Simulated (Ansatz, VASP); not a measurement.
# Ba in VASP and in Ansatz

```xyz
4
Lattice="-4.0754 4.0754 3.7849 4.0754 -4.0754 3.7849 4.0754 4.0754 -3.7849" Properties=species:S:1:pos:R:3 pbc="T T T"
Ba    1.4823    5.5576    0.0000
Ba    2.5931   -1.4823    3.7849
Ba    2.5931    1.4823    0.0000
Ba    1.4823    2.5931    3.7849
```

This isn't the form of Ba at room conditions, which is bcc.

Alike in both runs: task single point; functional PBE; k mesh 5 × 5 × 5; occupations fermi-dirac, width 0.05 eV; no spin polarisation.

```csv
,VASP,Ansatz
version,VASP 6.6.1,Ansatz 0.2.0
potentials or method,"VASP PAW PBE potentials, release 64 (Ba_sv)",Ansatz PAW
plane-wave cutoff (eV),520,420
valence electrons in the cell,40,40
```

VASP gave:

```
gap on the k mesh at the Fermi level (eV)       : none
pressure (GPa)                                  : 0.2
largest component of the traceless stress (GPa) : 0.06
rms of the force components (eV/Å)              : 0.051
```

Q: Which values does Ansatz return?

A: gap on the k mesh at the Fermi level (eV): none; pressure (GPa): 0.1; largest component of the traceless stress (GPa): 0.06; rms of the force components (eV/Å): 0.048.

Atom by atom the forces differ by 0.003 eV/Å (rms over components). A gap of «none» marks a metal or a gap that the smearing closes. The functional is the same, so the differences come from potentials, cutoffs and numerics.

Spin-orbit coupling is left out, which matters for the levels of Ba.
